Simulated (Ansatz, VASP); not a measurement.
This is a calculation of Pb for Ansatz 0.2.0. 

File input.yaml:

```yaml
crystal:
  lattice:
    - [0.01933363, 2.46286993, 2.45281136]
    - [2.50285714, -0.00674656, 2.47889155]
    - [2.4813249, 2.46741788, 0.01478568]
  atoms:
    - { symbol: Pb, position: [0.0, 0.0, 0.0] }
kpoints:
  mp_grid: { grid: [9, 9, 9] }
scf:
  occupations: { method: fermi_dirac, width: 0.05 }
hamiltonian:
  xc: pbe
  pseudopotentials: { kind: all_electron, lapw: { basis_error: 0.001 } }
output:
  forces: true
  stress: true
  eigenvalues: true
  populations: true
```

Potentials or basis: all-electron LAPW, scalar-relativistic.

Run with:

```sh
$ ansatz run input.yaml --threads 1 --pin off --max-ram 3072MiB --backend cpu --events-out ev --progress --plain --runs-dir out
```

Q: Set up the same calculation for VASP 6.6.1. Potentials or basis there: PBE PAW files Pb_d, 520 eV.

A: As run (cutoffs and basis follow the program's own potentials, and thresholds, step limits or extra output files can differ):

INCAR

```
SYSTEM = Pb
PREC = Accurate ; ENCUT = 520
EDIFF = 1E-7 ; ISMEAR = -1
SIGMA = 0.05 ; LREAL = .FALSE.
LASPH = .TRUE. ; NELM = 60
ALGO = Normal ; ISIF = 2
LWAVE = .FALSE. ; LCHARG = .TRUE.
GGA = PE ; LELF = .TRUE.
LVHAR = .TRUE. ; NBANDS = 13
```

Contents of KPOINTS:

```
Automatic mesh
0
G
  9 9 9
  0 0 0
```

The input POSCAR:

```
Pb
1.0
    0.0193336300      2.4628699300      2.4528113600
    2.5028571400     -0.0067465600      2.4788915500
    2.4813249000      2.4674178800      0.0147856800
Pb
1
Direct
    0.0000000000      0.0000000000      0.0000000000
```

Potentials or basis: VASP PAW PBE potentials, release 64 (Pb_d).

The run is started by

```console
$ cat potpaw_PBE.64/Pb_d/POTCAR > POTCAR
$ mpirun -np 1 vasp_std > vasp.out
```

Both were run:

|  | Ansatz | VASP |
| --- | --- | --- |
| Pressure | 2.6 GPa | 2.5 GPa |

Where Ansatz's input types no cutoff or centring, it takes its own default and a Γ-centred mesh.

Pressure is positive in compression.
